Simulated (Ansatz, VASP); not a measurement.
SiC in VASP and in Ansatz

File INCAR:

```
SYSTEM = SiC
PREC = Accurate
ENCUT = 520
EDIFF = 1E-6
ISMEAR = 0
SIGMA = 0.05
LREAL = .FALSE.
LASPH = .TRUE.
NELM = 100
ALGO = Normal
ISIF = 2
LWAVE = .FALSE.
LCHARG = .FALSE.
GGA = PS
NBANDS = 26
```

Contents of KPOINTS:

```
Automatic mesh
0
G
  12 12 4
  0 0 0
```

The input POSCAR:

```
SiC
1.0
    2.8626000000      0.0000000000      0.0000000000
   -1.4313000000      2.4790843209      0.0000000000
    0.0000000000      0.0000000000     10.0758090153
Si C
4 4
Direct
    0.6666666667      0.3333333333      0.9378278494
    0.3333333333      0.6666666667      0.4378278494
    0.0000000000      0.0000000000      0.6878973398
    0.0000000000      0.0000000000      0.1878973398
    0.6666666667      0.3333333333      0.7498191768
    0.3333333333      0.6666666667      0.2498191768
    0.0000000000      0.0000000000      0.5004546340
    0.0000000000      0.0000000000      0.0004546340
```

Input for Ansatz:

```yaml
crystal:
  lattice:
    - [2.8626, 0.0, 0.0]
    - [-1.4313, 2.4790843209, 0.0]
    - [0.0, 0.0, 10.0758090153]
  atoms:
    - { symbol: Si, position: [0.6666666667, 0.3333333333, 0.9378278494] }
    - { symbol: Si, position: [0.3333333333, 0.6666666667, 0.4378278494] }
    - { symbol: Si, position: [0.0, 0.0, 0.6878973398] }
    - { symbol: Si, position: [0.0, 0.0, 0.1878973398] }
    - { symbol: C, position: [0.6666666667, 0.3333333333, 0.7498191768] }
    - { symbol: C, position: [0.3333333333, 0.6666666667, 0.2498191768] }
    - { symbol: C, position: [0.0, 0.0, 0.500454634] }
    - { symbol: C, position: [0.0, 0.0, 0.000454634] }
basis:
  ecutwfc: 520.0
kpoints:
  mp_grid: { grid: [12, 12, 4] }
hamiltonian:
  xc: pbesol
  pseudopotentials: { kind: paw, azcp: { folder: soft_1 } }
scf:
  occupations: { method: gaussian, width: 0.05 }
output:
  forces: true
  stress: true
  eigenvalues: true
  write_density: true
  write_potential: true
  elf: true
  volumetric_format: npy
```

Alike in both runs: task single point; functional PBEsol; k mesh 12 × 12 × 4; occupations gaussian, width 0.05 eV; no spin polarisation.

|  | VASP | Ansatz |
| --- | --- | --- |
| version | VASP 6.6.1 | Ansatz 0.2.0 |
| potentials or method | VASP PAW PBE potentials, release 64 (Si, C) | scalar-relativistic, plane waves, PAW |
| plane-wave cutoff (eV) | 520 | 520 |
| valence electrons in the cell | 32 | 32 |

|  | VASP | Ansatz | Ansatz less VASP |
| --- | --- | --- | --- |
| gap on the k mesh at the Fermi level (eV) | 1.65 | 1.67 | +0.013 |
| least direct gap on the mesh (eV) | 3.05 | 3.07 | +0.021 |
| rms of the force components (eV/Å) | 0.694 | 0.690 | -0.0048 |

Atom by atom the forces differ by 0.005 eV/Å (rms over components). With one functional, cell and mesh, what is left measures potentials, basis and numerics. Ansatz warned: «pseudo_functional_mismatch».

Caveats: the PAW data sets were made with another functional, which shifts forces and pressure a little (VASP). A k mesh can miss the band edges. As with any semilocal functional, this PBEsol gap is likely too small.
